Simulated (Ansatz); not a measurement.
Crystal: TiSi2.

```
Ti Si
1.0
     0.00000    4.11752    4.26290
     2.38951    0.00000    4.26290
     2.38951    4.11752    0.00000
Ti Si
2 4
Direct
  0.75000 0.75000 0.75000
  0.50000 0.50000 0.50000
  0.41257 0.08743 0.41257
  0.08743 0.41257 0.08743
  0.16257 0.83743 0.16257
  0.83743 0.16257 0.83743
```

The cell is a database's computed one.

| Quantity | Value |
| --- | --- |
| Program | Ansatz 0.2.0 |
| Task | relaxation of cell and atoms |
| Functional | BLYP |
| Dispersion | D3(BJ) |
| Potentials or basis | Ansatz PAW |
| Cutoff | 420 eV (not typed: the program's choice for these potentials) |
| k mesh | 7 × 7 × 7 |
| Occupations | fermi-dirac, width 0.05 eV |
| Spin | no spin polarisation |

At the start: volume 13.98 Å³/atom.

Q: How do energy, volume and symmetry change on relaxing?

A: It ends after 5 steps and the volume is 13.42 Å³/atom (-4.0 %); space group Fddd (No. 70, to 0.05 Å).

Step by step:
| step | energy change (eV) | largest force (eV/Å) | volume (Å³) |
| --- | --- | --- | --- |
| 1 | 0.0000 | 0.0194 | 83.88 |
| 2 | -0.0616 | 0.0022 | 80.40 |
| 3 | -0.0631 | 0.0092 | 80.47 |
| 4 | -0.0634 | 0.0064 | 80.49 |
| 5 | -0.0625 | 0.0064 | 80.49 |

Final structure:
```
Ti Si
1.0
     0.00000    4.05174    4.20975
     2.35953    0.00000    4.20975
     2.35953    4.05174    0.00000
Ti Si
2 4
Direct
  0.75000 0.75000 0.75000
  0.50000 0.50000 0.50000
  0.41320 0.08680 0.41320
  0.08680 0.41320 0.08680
  0.16320 0.83680 0.16320
  0.83680 0.16320 0.83680
```

Caveat: the plane-wave basis is chosen anew once the cell has moved, so the energies of steps on either side of that aren't comparable; pairwise dispersion overbinds metals, which lowers pressure and volume; the PAW data sets come from PBE, with cores solved anew for the run's functional, which leaves a small shift of forces and pressure.
